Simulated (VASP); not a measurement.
**Moving spin-orbit coupling in Ta2S**

The cell as given:

It takes space group P4/mmm (No. 123, tetragonal). The conventional cell has a = 2.805 Å, b = 2.805 Å, c = 7.534 Å, α = 90.00°, β = 90.00°, γ = 90.00°. Around Ta (site symmetry 4mm) lie 1 S at 2.37 Å. S (site symmetry 4/mmm) has 2 Ta at 2.37 Å as nearest neighbours.

The cell comes from a database or a generator and needn't be the stable form of this composition.

Kept alike: task relaxation of cell and atoms; functional LDA; k mesh 7 × 7 × 3; occupations fermi-dirac, width 0.05 eV. Program: VASP, LDA PAW files S, Ta_pv, 600 eV. The mesh is that of the run's cell of 3 atoms.

| spin-orbit coupling | volume (Å³/atom) | first edge of the run's cell (Å) | third edge of the run's cell (Å) |
| --- | --- | --- | --- |
| off | 18.445 | 2.731 | 7.420 |
| on | 18.422 | 2.729 | 7.422 |

The relaxations keep at least the cell's symmetry (P4/mmm). Relaxations stop with a little pressure left, so the last digits of a volume or edge aren't settled.

The volume runs from 18.422 (on) to 18.445 Å³/atom (off). The first edge of the run's cell runs from 2.729 (on) to 2.731 Å (off). The third edge of the run's cell runs from 7.420 (off) to 7.422 Å (on).
